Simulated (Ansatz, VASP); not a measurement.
## Sb: VASP beside Ansatz

Contents of INCAR:

```
  PREC = Accurate
  ENCUT = 520
  EDIFF = 1E-6
  ISMEAR = -1
  SIGMA = 0.03
  LREAL = False
  LASPH = True
  NELM = 60
  ALGO = Normal
  ISIF = 2
  LWAVE = False
  LCHARG = False
  GGA = PE
  NBANDS = 12
```

The input KPOINTS:

```
Automatic mesh
0
Gamma
  12 12 7
```

POSCAR

```
Sb
1.0
    3.3690001795      0.0000000000      0.0000000000
   -1.6845000898      2.9176397408      0.0000000000
    0.0000000000      0.0000000000      5.3300000000
Sb
2
Direct
    0.3333333333      0.6666666667      0.2500000000
    0.6666666667      0.3333333333      0.7500000000
```

Input for Ansatz:

```yaml
crystal:
  lattice:
    - [3.3690001795, 0.0, 0.0]
    - [-1.6845000898, 2.9176397408, 0.0]
    - [0.0, 0.0, 5.33]
  atoms:
    - { symbol: Sb, position: [0.3333333333, 0.6666666667, 0.25] }
    - { symbol: Sb, position: [0.6666666667, 0.3333333333, 0.75] }
kpoints:
  mp_grid: { grid: [12, 12, 7] }
  band_path:
    path:
      - [0.0, 0.0, 0.0]
      - [0.5, 0.0, 0.0]
      - [0.3333333333, 0.3333333333, 0.0]
      - [0.0, 0.0, 0.0]
      - [0.0, 0.0, 0.5]
      - [0.5, 0.0, 0.5]
      - [0.3333333333, 0.3333333333, 0.5]
      - [0.0, 0.0, 0.5]
      - [0.5, 0.0, 0.5]
    npoints: 8
scf:
  occupations: { method: fermi_dirac, width: 0.03 }
hamiltonian:
  xc: pbe
  pseudopotentials: { kind: all_electron, lapw: { basis_error: 0.0005 } }
output:
  forces: true
  stress: true
  eigenvalues: true
  populations: true
  dos: { projected: true, de: 0.2, e_range: [-14, 8] }
```

This isn't the form of Sb at room conditions, which is rhombohedral.

Alike in both runs: task single point; functional PBE; k mesh 12 × 12 × 7; occupations fermi-dirac, width 0.03 eV; no spin polarisation.

```csv
,VASP,Ansatz
version,VASP 6.6.1,Ansatz 0.2.0
potentials or method,"VASP PAW PBE potentials, release 64 (Sb)","all-electron LAPW, scalar-relativistic"
plane-wave cutoff (eV),520,see its input
```

Ansatz gave:

```
pressure (GPa)                                  : 3.1
largest component of the traceless stress (GPa) : 0.92
```

Which values does VASP return?

Pressure (GPa): 2.9; largest component of the traceless stress (GPa): 0.92.

Ansatz ran all-electron here, so the differences hold the error of VASP's frozen core and of both bases.

Spin-orbit coupling is left out, which matters for the levels of Sb.
